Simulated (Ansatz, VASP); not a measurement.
BN: VASP beside Ansatz

The input INCAR:

```
SYSTEM = BN
  PREC = Accurate
  ENCUT = 600
  EDIFF = 1E-6
  ISMEAR = -1
  SIGMA = 0.05
  LREAL = .False.
  LASPH = .True.
  NELM = 80
  ALGO = Normal
  ISIF = 3
  LWAVE = .False.
  LCHARG = .False.
  GGA = RE
  IVDW = 12
  IBRION = 2
  NSW = 40
  EDIFFG = -0.005
```

Contents of KPOINTS:

```
regular mesh
0
Gamma
  13 13 13
  0 0 0
```

File POSCAR:

```
BN
1.0
    0.0000000000      1.8130010000      1.8130010000
    1.8130010000      0.0000000000      1.8130010000
    1.8130010000      1.8130010000      0.0000000000
N B
1 1
Direct
    0.2500000000      0.2500000000      0.2500000000
    0.0000000000      0.0000000000      0.0000000000
```

input.yaml

```yaml
crystal:
  lattice:
    - [0.0, 1.813001, 1.813001]
    - [1.813001, 0.0, 1.813001]
    - [1.813001, 1.813001, 0.0]
  atoms:
    - { symbol: "N", position: [0.25, 0.25, 0.25] }
    - { symbol: B, position: [0.0, 0.0, 0.0] }
hamiltonian:
  xc: revpbe
  pseudopotentials: { kind: paw }
  dispersion: d3bj
kpoints:
  mp_grid: { grid: [13, 13, 13] }
scf:
  occupations: { method: fermi_dirac, width: 0.05 }
output:
  forces: true
  stress: true
  eigenvalues: true
relax:
  f_tol: 0.01
  max_steps: 40
  cell: { stress_tol: 0.05 }
```

The cell is a database's computed one.

Alike in both runs: task relaxation of cell and atoms; functional revPBE; dispersion D3(BJ); k mesh 13 × 13 × 13; occupations fermi-dirac, width 0.05 eV; no spin polarisation.

```csv
,VASP,Ansatz
version,VASP 6.6.1,Ansatz 0.2.0
potentials or method,"VASP PAW PBE potentials, release 64 (N, B)",Ansatz PAW
plane-wave cutoff (eV),600,420
valence electrons in the cell,8,8
```

Ansatz gave:

```
gap on the k mesh at the Fermi level, each at its own relaxed structure (eV) : 4.58
relaxed volume (Å³/atom)                                                     : 5.84
relaxed cell length with the largest relative difference (Å)                 : 2.547
energy change over the relaxation (meV/atom)                                 : -3
```

Question: What did VASP give for the same quantities?

Answer: gap on the k mesh at the Fermi level, each at its own relaxed structure (eV): 4.56; relaxed volume (Å³/atom): 5.84; relaxed cell length with the largest relative difference (Å): 2.547; energy change over the relaxation (meV/atom): -3.

Caveats: the PAW data sets were made with another functional, which shifts forces and pressure a little (VASP); an odd mesh through Γ misses points on the zone boundary, where band edges often lie (VASP); odd divisions of the mesh miss points on the zone boundary, where band edges often lie, so the gap on the mesh can be too wide (Ansatz); the plane-wave basis is chosen anew once the cell has moved, so the energies of steps on either side of that aren't comparable (Ansatz); the pressure holds a Pulay correction of +1.0 GPa for the finite cutoff (Ansatz); the PAW data sets come from PBE, with cores solved anew for the run's functional, which leaves a small shift of forces and pressure (Ansatz). revPBE gaps usually lie below the measured ones, often by a third to a half.
